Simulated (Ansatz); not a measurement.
**AlN (rocksalt) under strain**

AlN (rocksalt), relaxed with r2SCAN in the PAW code Ansatz. It is cubic, Fm-3m (No. 225); conventional cell a = 4.038 Å, 8.23 Å³ an atom. Al is surrounded by 6 N at 2.02 Å; N is surrounded by 6 Al at 2.02 Å.

The axes x, y and z are those of this cell:
```
CELL_PARAMETERS angstrom
0.00000 2.01887 2.01887
2.01887 0.00000 2.01887
2.01887 2.01887 0.00000
ATOMIC_POSITIONS crystal
Al 0.00000 0.00000 0.00000
N 0.50000 0.50000 0.50000
```

Unstrained: The PBE gap is indirect, 4.669 eV (Γ to X), below the direct gap of 5.726 eV at Γ. With r2SCAN the valence top lies at Γ and the conduction bottom at X, 5.522 eV higher; the smallest vertical gap, at Γ, is 6.530 eV. HSE06 gives an indirect gap of 6.083 eV, from Γ to X; the least direct gap is 7.266 eV at Γ. Meshes: PBE 10×10×10, r2SCAN 10×10×10, HSE06 8×8×8. Strains are changes of length per length. After each strain the atoms were relaxed again with r2SCAN in this cell and within any symmetry left, so distortions that break it or need a larger cell weren't tested; points keep the names that they have in the unstrained zone. Values at 0 K without nuclear motion; spin polarisation is off, and the phase may be a hypothetical one.

Changes of the least gap in eV (an overlap counts as a negative gap):
```csv
strain,volume change (%),space group,PBE,r2SCAN,HSE06,G0W0@PBE (mesh),"energy rise, r2SCAN (meV/atom)"
"epitaxial -4.0 % in the plane normal to [111], free normal strain +0.58 %",-7.3,R-3m,-0.175,-0.270,-0.259,-0.34,69.5
"epitaxial -3.0 % in the plane normal to [111], free normal strain +0.43 %",-5.5,R-3m,-0.032,-0.112,-0.108,-0.17,38.2
"epitaxial -2.0 % in the plane normal to [111], free normal strain +0.29 %",-3.7,R-3m,+0.072,+0.018,+0.020,-0.01,16.6
"epitaxial -1.0 % in the plane normal to [111], free normal strain +0.14 %",-1.8,R-3m,+0.090,+0.079,+0.084,+0.09,4.1
"epitaxial +1.0 % in the plane normal to [111], free normal strain -0.13 %",+1.9,R-3m,-0.299,-0.315,-0.322,-0.35,3.9
"epitaxial +2.0 % in the plane normal to [111], free normal strain -0.27 %",+3.8,R-3m,-0.606,-0.638,-0.651,-0.71,15.1
"epitaxial +3.0 % in the plane normal to [111], free normal strain -0.41 %",+5.7,R-3m,-0.909,-0.957,-0.975,-1.07,33.3
"epitaxial +4.0 % in the plane normal to [111], free normal strain -0.54 %",+7.6,R-3m,-1.203,-1.266,-1.290,-1.41,57.8
```
Unstrained, G0W0@PBE with 68 empty bands, a screening cutoff of 150 eV and a 6×6×6 mesh gives 6.32 eV on its mesh; the band count follows the volume. No extrapolation in bands, cutoff or mesh was made for G0W0.

Epitaxial -4.0 % in the plane normal to [111], free normal strain +0.58 %. HSE06: the gap goes from 6.083 to 5.824 eV (-0.259 eV); with r2SCAN the top three valence levels at Γ, degenerate before, become 2+1 from the top over 747 meV. Stress change with r2SCAN, compression positive: xx +24.47, yy +24.47, zz +24.47, xy -12.23, xz -12.23, yz -12.23 GPa.

Epitaxial -3.0 % in the plane normal to [111], free normal strain +0.43 %. HSE06: the gap goes from 6.083 to 5.975 eV (-0.108 eV); with r2SCAN the top three valence levels at Γ, degenerate before, become 2+1 from the top over 541 meV. Stress change with r2SCAN, compression positive: xx +17.57, yy +17.57, zz +17.57, xy -8.78, xz -8.78, yz -8.78 GPa.

Epitaxial -2.0 % in the plane normal to [111], free normal strain +0.29 %. HSE06: the gap goes from 6.083 to 6.103 eV (+0.020 eV); with r2SCAN the top three valence levels at Γ, degenerate before, become 2+1 from the top over 349 meV. Stress change with r2SCAN, compression positive: xx +11.20, yy +11.20, zz +11.20, xy -5.61, xz -5.61, yz -5.61 GPa.

Epitaxial -1.0 % in the plane normal to [111], free normal strain +0.14 %. HSE06: the gap goes from 6.083 to 6.167 eV (+0.084 eV); with r2SCAN the top three valence levels at Γ, degenerate before, become 2+1 from the top over 169 meV. Stress change with r2SCAN, compression positive: xx +5.36, yy +5.36, zz +5.36, xy -2.69, xz -2.69, yz -2.69 GPa.

Epitaxial +1.0 % in the plane normal to [111], free normal strain -0.13 %. HSE06: the gap goes from 6.083 to 5.761 eV (-0.322 eV); with r2SCAN the top three valence levels at Γ, degenerate before, become 1+2 from the top over 156 meV. Stress change with r2SCAN, compression positive: xx -4.93, yy -4.93, zz -4.93, xy +2.45, xz +2.45, yz +2.45 GPa.

Epitaxial +2.0 % in the plane normal to [111], free normal strain -0.27 %. HSE06: the gap goes from 6.083 to 5.432 eV (-0.651 eV); with r2SCAN the top three valence levels at Γ, degenerate before, become 1+2 from the top over 303 meV. Stress change with r2SCAN, compression positive: xx -9.44, yy -9.44, zz -9.44, xy +4.71, xz +4.71, yz +4.71 GPa.

Epitaxial +3.0 % in the plane normal to [111], free normal strain -0.41 %. HSE06: the gap goes from 6.083 to 5.108 eV (-0.975 eV); with r2SCAN the top three valence levels at Γ, degenerate before, become 1+2 from the top over 440 meV. Stress change with r2SCAN, compression positive: xx -13.54, yy -13.54, zz -13.54, xy +6.78, xz +6.78, yz +6.78 GPa.

Epitaxial +4.0 % in the plane normal to [111], free normal strain -0.54 %. HSE06: the gap goes from 6.083 to 4.793 eV (-1.290 eV); with r2SCAN the top three valence levels at Γ, degenerate before, become 1+2 from the top over 566 meV. Stress change with r2SCAN, compression positive: xx -17.30, yy -17.30, zz -17.30, xy +8.65, xz +8.65, yz +8.65 GPa.

The meshes of the hybrids are coarse, so their gaps aren't converged to the digits shown.

The splittings at Γ are without spin-orbit coupling, which regroups them where it is of like size.
